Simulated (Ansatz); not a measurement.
# AgI (Iodargyrite): the cost of one run

Code: Ansatz 0.2.0. PAW datasets, plane waves. The values are computed, spin-unpolarised, and not measurements.

## Step 1: The system as given

The cell was relaxed beforehand with r2SCAN.

It is hexagonal, P6_3mc (No. 186); conventional cell a = 4.651 Å, c = 7.600 Å, 35.59 Å³ an atom. Around Ag lie 4 I at 2.85 Å; around I lie 4 Ag at 2.85 Å.

Coordinates:

```cif
data_structure
_symmetry_space_group_name_H-M 'P 1'
_symmetry_Int_Tables_number 1
_cell_length_a 4.6507
_cell_length_b 4.6507
_cell_length_c 7.5997
_cell_angle_alpha 90.000
_cell_angle_beta 90.000
_cell_angle_gamma 120.000
_cell_volume 142.35
loop_
_atom_site_label
_atom_site_type_symbol
_atom_site_fract_x
_atom_site_fract_y
_atom_site_fract_z
_atom_site_occupancy
Ag1 Ag 0.66667 0.33333 0.62752 1
Ag2 Ag 0.33333 0.66667 0.12752 1
I1 I 0.66667 0.33333 0.00248 1
I2 I 0.33333 0.66667 0.50248 1
```

## Step 2: PBE band path

input.yaml

```yaml
crystal:
  lattice:
    - [4.6507453634, 0.0, 0.0]
    - [-2.3253726817, 4.0276636312, 0.0]
    - [0.0, 0.0, 7.5997061756]
  atoms:
    - { symbol: Ag, position: [0.6666666667, 0.3333333333, 0.6275234352] }
    - { symbol: Ag, position: [0.3333333333, 0.6666666667, 0.1275234352] }
    - { symbol: I, position: [0.6666666667, 0.3333333333, 0.0024765648] }
    - { symbol: I, position: [0.3333333333, 0.6666666667, 0.5024765648] }
kpoints:
  mp_grid: { grid: [6, 6, 4] }
  band_path:
    path:
      - [[0.0, 0.0, 0.0], [0.5, -6.880251428427e-17, 0.0], [0.3333333333333, 0.3333333333333, 0.0], [0.0, 0.0, 0.0], [0.0, 0.0, 0.5], [0.5, -6.880251428427e-17, 0.5], [0.3333333333333, 0.3333333333333, 0.5], [0.0, 0.0, 0.5]]
      - [[0.5, -6.880251428427e-17, 0.5], [0.5, -6.880251428427e-17, 0.0]]
      - [[0.3333333333333, 0.3333333333333, 0.5], [0.3333333333333, 0.3333333333333, 0.0]]
    npoints: 10
hamiltonian:
  xc: pbe
scf:
  occupations: { method: fermi_dirac, width: 0.02 }
  n_extra_bands: 5
output:
  forces: true
  stress: true
  eigenvalues: true
```

Run with:

```sh
$ ansatz run input.yaml --threads 2 --pin off --max-ram 2211MiB --backend cpu --events-out ev --progress --plain --runs-dir out
```

What time and memory should one allow on 2 threads of Intel Xeon 6975P-C (Granite Rapids), shared host?

About 9.3 s, with a peak of 0.66 GiB.
